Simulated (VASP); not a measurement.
# Al19Cu in VASP: further runs, part 2 of 2

VASP 6.6.1.

## Step 3: Single point, r2SCAN+rVV10

POSCAR

```
Al19Cu
1.0
    5.6372161124      0.0000000286      0.0000000000
   -2.8186080810      4.8819723457      0.0000000000
    0.0000000000      0.0000000000     21.2055429712
Al Cu
19 1
Direct
    0.0004065442      0.0002032721      0.2833948702
    0.0000000000      0.5000000000      0.2832603253
    0.4997967279      1.0002032721      0.2833948702
    0.4997967279      0.4995934558      0.2833948702
    0.3333333333      0.1666666667      0.3936341625
    0.3331515844      0.6665757922      0.3930704745
    0.8334242078      0.1668484156      0.3930704745
    0.8334242078      0.6665757922      0.3930704745
    0.6696038745      0.3348019372      0.5022810486
    0.6666666667      0.8333333333      0.5003130823
    0.1651980628      0.3348019372      0.5022810486
    0.1651980628      0.8303961255      0.5022810486
    0.0001055876      0.0000527938      0.6074225965
    0.4999472062      0.4998944124      0.6074225965
    0.4999472062      0.0000527938      0.6074225965
    0.3286345920      0.6643172960      0.7138321419
    0.3333333333      0.1666666667      0.7173148907
    0.8356827040      0.6643172960      0.7138321419
    0.8356827040      0.1713654080      0.7138321419
    0.0000000000      0.5000000000      0.6054554403
```

INCAR.step1

```
PREC     = Accurate       # precision mode
ENCUT    = 520            # plane-wave cutoff, eV
ISMEAR   = 1              # smearing method
SIGMA    = 0.1            # smearing width, eV
LREAL    = Auto         
LASPH    = True           # aspherical terms in the spheres
NELM     = 100            # most SCF steps
LDIPOL   = True         
IDIPOL   = 3            
DIPOL    = 0.5 0.5 0.500
NBANDS   = 50             # bands
GGA      = PE             # functional
ALGO     = Normal         # electronic algorithm
EDIFF    = 1E-4           # SCF threshold, eV
LWAVE    = True           # write WAVECAR
LCHARG   = False          # write CHGCAR
```

INCAR.step2

```
PREC     = Accurate       # precision mode
ENCUT    = 520            # plane-wave cutoff, eV
EDIFF    = 1E-6           # SCF threshold, eV
ISMEAR   = 1              # smearing method
SIGMA    = 0.1            # smearing width, eV
LREAL    = Auto         
LASPH    = True           # aspherical terms in the spheres
NELM     = 100            # most SCF steps
ALGO     = Normal         # electronic algorithm
ISIF     = 2              # what is computed and relaxed
LWAVE    = False          # write WAVECAR
LCHARG   = False          # write CHGCAR
LDIPOL   = True         
IDIPOL   = 3            
DIPOL    = 0.5 0.5 0.500
METAGGA  = R2SCAN         # meta-GGA
LMIXTAU  = True         
LUSE_VDW = True         
IVDW_NL  = 2            
BPARAM   = 11.95        
CPARAM   = 0.0093       
NBANDS   = 50             # bands
ISTART   = 1
```

KPOINTS

```
Automatic mesh
0
Gamma
  6 6 1
```

Potentials or basis: VASP PAW PBE potentials, release 64 (Al, Cu).

Run with:

```
$ cat potpaw_PBE.64/Al/POTCAR potpaw_PBE.64/Cu/POTCAR > POTCAR
$ cp INCAR.step1 INCAR
$ mpirun -np 1 vasp_std > vasp.out
$ cp INCAR.step2 INCAR
$ mpirun -np 1 vasp_std > vasp.out
```

OUTCAR:

```text
PREC = Accurate
   ENCUT = 520
   EDIFF = 1E-6
   ISMEAR = 1
   LREAL = Auto
   LASPH = True
   NELM = 100
   ISIF = 2
   METAGGA = R2SCAN
   IVDW_NL = 2
   BPARAM = 11.95
   ISTART = 1

 ion  position               nearest neighbor table
   1  0.000  0.000  0.283-   3 2.82   4 2.82   2 2.82   2 2.82   3 2.82   4 2.82   7 2.84   8 2.84
                             5 2.85
   2  0.000  0.500  0.283-   4 2.82   4 2.82   3 2.82   3 2.82   1 2.82   1 2.82   6 2.84   8 2.84
                             7 2.84
   3  0.500  0.000  0.283-   1 2.82   4 2.82   2 2.82   2 2.82   1 2.82   4 2.82   7 2.84   6 2.84
                             5 2.85
   4  0.500  0.500  0.283-   1 2.82   3 2.82   2 2.82   2 2.82   1 2.82   3 2.82   8 2.84   6 2.84
                             5 2.85
   5  0.333  0.167  0.394-   7 2.82   6 2.82   8 2.82   8 2.82   7 2.82   6 2.82  11 2.83   9 2.83
                            12 2.83   1 2.85   4 2.85   3 2.85
   6  0.333  0.667  0.393-  10 2.80   8 2.82   7 2.82   5 2.82   5 2.82   8 2.82   7 2.82  12 2.83
                            11 2.83   4 2.84   3 2.84   2 2.84
   7  0.833  0.167  0.393-  10 2.80   6 2.82   8 2.82   5 2.82   5 2.82   6 2.82   8 2.82   9 2.83
                            11 2.83   3 2.84   1 2.84   2 2.84
   8  0.833  0.667  0.393-  10 2.80   6 2.82   7 2.82   5 2.82   5 2.82   6 2.82   7 2.82  12 2.83
                             9 2.83   4 2.84   1 2.84   2 2.84
   9  0.670  0.335  0.502-  20 2.72  15 2.76  14 2.76  11 2.79  12 2.79  10 2.82  10 2.82   7 2.83
[... 9 lines left out ...]
  14  0.500  0.500  0.607-  11 2.76   9 2.76  18 2.79  16 2.79  10 2.79  13 2.82  15 2.82  20 2.82
                            20 2.82  13 2.82  15 2.82  17 2.84
  15  0.500  0.000  0.607-  12 2.76   9 2.76  19 2.79  16 2.79  10 2.79  13 2.82  14 2.82  20 2.82
                            20 2.82  13 2.82  14 2.82  17 2.84
  16  0.329  0.664  0.714-  18 2.78  19 2.78  14 2.79  15 2.79  20 2.80  17 2.82  17 2.82  18 2.86
                            19 2.86
  17  0.333  0.167  0.717-  19 2.82  16 2.82  18 2.82  18 2.82  19 2.82  16 2.82  13 2.84  14 2.84
                            15 2.84
  18  0.836  0.664  0.714-  16 2.78  19 2.78  14 2.79  13 2.79  20 2.80  17 2.82  17 2.82  16 2.86
                            19 2.86
  19  0.836  0.171  0.714-  16 2.78  18 2.78  15 2.79  13 2.79  20 2.80  17 2.82  17 2.82  16 2.86
                            18 2.86
  20  0.000  0.500  0.605-   9 2.72  12 2.72  11 2.72  16 2.80  18 2.80  19 2.80  14 2.82  14 2.82
                            15 2.82  15 2.82  13 2.82  13 2.82

  LATTYP: Found a hexagonal cell.
 ALAT       =     5.6372161124
 C/A-ratio  =     3.7617048111

  Lattice vectors:

 A1 = (   5.6372161124,   0.0000000286,   0.0000000000)
 A2 = (  -2.8186080810,   4.8819723457,   0.0000000000)
 A3 = (   0.0000000000,   0.0000000000,  21.2055429712)

Analysis of symmetry for initial positions (statically):
=====================================================================
 Subroutine PRICEL returns:
 Original cell was already a primitive cell.

 Routine SETGRP: Setting up the symmetry group for a
 hexagonal supercell.

 Subroutine GETGRP returns: Found  6 space group operations
 (whereof  2 operations were pure point group operations)
 out of a pool of 24 trial point group operations.

The static configuration has the point symmetry C_1h.
 The point group associated with its full space group is C_3v.

Analysis of symmetry for dynamics (positions and initial velocities):
=====================================================================
 Subroutine PRICEL returns:
 Original cell was already a primitive cell.

 Routine SETGRP: Setting up the symmetry group for a
 hexagonal supercell.
[... 117 lines left out ...]
   ICHARG =      0    charge: 1-file 2-atom 10-const
   ISPIN  =      1    spin polarized calculation?
   LNONCOLLINEAR =      F non collinear calculations
   LSORBIT =      F    spin-orbit coupling
   LASPH  =      T    aspherical Exc in radial PAW
   ENCUT  =  520.0 eV  38.22 Ry    6.18 a.u.  10.48 10.48 39.43*2*pi/ulx,y,z
   NELM   =    100;   NELMIN=  2; NELMDL=  0     # of ELM steps
   EDIFF  = 0.1E-05   stopping-criterion for ELM
   LREAL  =      T    real-space projection
   EDIFFG = 0.1E-04   stopping-criterion for IOM
   NSW    =      0    number of steps for IOM
   IBRION =     -1    ionic relax: 0-MD 1-quasi-New 2-CG
   NFREE  =      0    steps in history (QN), initial steepest desc. (CG)
   ISIF   =      2    stress and relaxation
   ISYM   =      2    0-nonsym 1-usesym 2-fastsym
   POTIM  = 0.5000    time-step for ionic-motion
   TEBEG  =    0.0;   TEEND  =   0.0 temperature during run
   PSTRESS=    0.0 pullay stress
   NELECT =      68.0000    total number of electrons
   NUPDOWN=      -1.0000    fix difference up-down
   EMIN   =  10.00;   EMAX   =-10.00  energy-range for DOS
   EFERMI =   0.00;   METHOD = LEGACY
   ISMEAR =     1;   SIGMA  =   0.10  broadening in eV -4-tet -1-fermi 0-gaus
   EFERMI_NEDOS =   21; number of points for ismear=-14 and -15
   IALGO  =     38    algorithm
   IMIX   =      4    mixing-type and parameters
     AMIX     =   0.40;   BMIX     =  1.00
     AMIX_MAG =   1.60;   BMIX_MAG =  1.00
  volume/ion in A,a.u.               =      29.18       196.91
  Fermi-wavevector in a.u.,A,eV,Ry     =   0.799603  1.511031  8.699099  0.639366
  Thomas-Fermi vector in A             =   1.906739
   LORBIT       =      0    0 simple, 1 ext, 2 COOP (PROOUT), +10 PAW based schemes
   METAGGA = R2SCAN    functional components
   LHFCALC =     F    Hartree Fock is set to
   AEXX    =    0.0000 exact exchange contribution
   IVDW_NL    =     2    kernel type
   BPARAM     =11.9500
   IVDW    =     0    specifies the selected vdW correction
   LEPSILON=     F    determine dielectric tensor
   LRPA    =     F    only Hartree local field effects (RPA)
 non-spin polarized calculation
 Methfessel and Paxton  Order N= 1 SIGMA  =   0.10
  energy-cutoff  :      520.00
  volume of cell :      583.59
 maximum number of plane-waves:     15835
 NGX is ok and might be reduce to    42
   NGX = 21   NGY = 21   NGZ = 79

 dipolmoment           0.000000      0.000000      0.187992 electrons x Angstroem

 number of electron      68.0000016 magnetization

 dipolmoment           0.000000      0.000000     -0.003493 electrons x Angstroem

 Free energy of the ion-electron system (eV)
  ---------------------------------------------------
  ext. energy  EPLUGINS =         0.00000000
  ---------------------------------------------------
  free energy    TOTEN  =      -133.59070607 eV

  energy without entropy =     -133.58535242  energy(sigma->0) =     -133.58892152

 E-fermi :   2.6416     XC(G=0):  -6.9179

 val. band max:        2.6192988848   @ k =   0.1667  -0.0000   0.0000
 cond. band min:       2.6636526546   @ k =   0.1667   0.1667   0.0000
 fundamental gap:      0.0443537698
 Fermi energy:         2.6416122378

 k-point     1 :       0.0000    0.0000    0.0000
  band No.  band energies     occupation
      1      -9.1068      2.00000
      2      -8.2606      2.00000
      3      -7.1399      2.00000
      4      -5.4466      2.00000
      5      -3.3701      2.00000
      6      -2.9414      2.00000
[... 332 lines left out ...]
     45       5.6293      0.00000
     46       5.7994      0.00000
 [bands above 46 left out]

------------------------ aborting loop because EDIFF is reached ----------------------------------------

 vacuum level on the upper side and lower side of the slab       (xc-potential included)        -0.816         0.066

  FORCE on cell =-STRESS in cart. coord.  units (eV):
  Direction    XX          YY          ZZ          XY          YZ          ZX
  --------------------------------------------------------------------------------------
  -------------------------------------------------------------------------------------
  Total       -6.9421528     -6.9421528     -0.3399580      0.0000000      0.0000000      0.0000000
  in kB      -19.0587912    -19.0587912     -0.9333111      0.0000000      0.0000000      0.0000000
  external PRESSURE =     -13.0169645 kB  Pullay stress =       0.0000000 kB

 VOLUME and BASIS-vectors are now :
 -----------------------------------------------------------------------------
  energy-cutoff  :      520.00
  volume of cell :      583.59
      direct lattice vectors                 reciprocal lattice vectors
     5.637216112  0.000000029  0.000000000     0.177392524  0.102417623  0.000000000
    -2.818608081  4.881972346  0.000000000    -0.000000001  0.204835244  0.000000000
     0.000000000  0.000000000 21.205542971     0.000000000  0.000000000  0.047157481

 POSITION                                       TOTAL-FORCE (eV/Angst)
 -----------------------------------------------------------------------------------
      0.00172      0.00099      6.00954         0.000643      0.000371      0.008547
     -1.40930      2.44099      6.00669         0.000000     -0.000000      0.007595
      2.81689      0.00099      6.00954        -0.000643      0.000371      0.008547
      1.40930      2.43900      6.00954         0.000000     -0.000743      0.008547
      1.40930      0.81366      8.34723         0.000000     -0.000000      0.002872
     -0.00077      3.25420      8.33527        -0.003764     -0.002173     -0.000594
[... 12 lines left out ...]
      4.22791      0.83660     15.13720         0.000000     -0.009799      0.004906
     -1.40930      2.44099     12.83901         0.000000     -0.000000     -0.032966
 -----------------------------------------------------------------------------------
    total drift:                                0.000003     -0.000010      0.017647

  FREE ENERGIE OF THE ION-ELECTRON SYSTEM (eV)
  ---------------------------------------------------
  free  energy   TOTEN  =      -133.5907060716 eV

  energy  without entropy=     -133.5853524219  energy(sigma->0) =     -133.58892152

 vacuum level on the upper side and lower side of the slab         5.474         6.717
```

Run time: 24 min. Hardware: 1 thread of Intel Xeon 6975P-C (Granite Rapids), shared host; peak memory 1.7 GiB.

Results:

* Free energy: -133.5907 eV
* Largest force: 0.033 eV/Å
* Band gap on the k mesh: none (metal or under the smearing width)

Forces on the atoms (eV/Å):
```
Al   0.001  0.000  0.009
Al   0.000  0.000  0.008
Al  -0.001  0.000  0.009
Al   0.000 -0.001  0.009
Al   0.000  0.000  0.003
Al  -0.004 -0.002 -0.001
Al   0.000  0.004 -0.001
Al   0.004 -0.002 -0.001
Al  -0.005 -0.003 -0.004
Al   0.000  0.000 -0.008
Al   0.005 -0.003 -0.004
Al   0.000  0.005 -0.004
Al   0.004  0.002  0.006
Al   0.000 -0.005  0.006
Al  -0.004  0.002  0.006
Al   0.008  0.005  0.005
Al   0.000  0.000 -0.013
Al  -0.008  0.005  0.005
Al   0.000 -0.010  0.005
Cu   0.000  0.000 -0.033
```

Caveat: the PAW data sets were made with another functional, which shifts forces and pressure a little.
